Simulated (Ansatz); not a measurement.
Phonon spectrum of CdF$_{2}$

These are results of Ansatz 0.2.0, DFT PBE, scalar-relativistic, plane waves, PAW, not measurements. Settings: 420 eV plane-wave cutoff, Γ-centred 8×8×8 mesh, fixed occupations. No spin polarisation. Phonons by linear response, acoustic sum rule imposed.

Equilibrium structure at this level:
```xyz
3
Lattice="0.0000 2.7407 2.7407 2.7407 0.0000 2.7407 2.7407 2.7407 0.0000" Properties=species:S:1:pos:R:3 pbc="T T T"
Cd    0.0000    0.0000    0.0000
F     1.3704    1.3704    1.3704
F     4.1111    4.1111    4.1111
```

The cell was relaxed from a distorted copy of a database structure. The q mesh is coarse, so values between its points are rough.

Force constants from linear response on a 2×2×2 q mesh.

Question: Is the structure dynamically stable on this mesh?

Answer: Yes, on this mesh: no mode is imaginary.

Question: Give the frequencies (cm⁻¹; i marks imaginary ones) at the irreducible q points, in fractions of the reciprocal vectors, the Γ row without the LO field.

Answer:
```json
{"q": "0.000 0.000 0.000", "star": "1", "frequencies": "0 0 0 193 193 193 285 285 285"}
{"q": "0.000 0.000 -0.500", "star": "4", "frequencies": "80 80 162 233 233 257 257 280 326"}
{"q": "0.000 -0.500 -0.500", "star": "3", "frequencies": "60 98 98 112 112 181 327 327 378"}
```
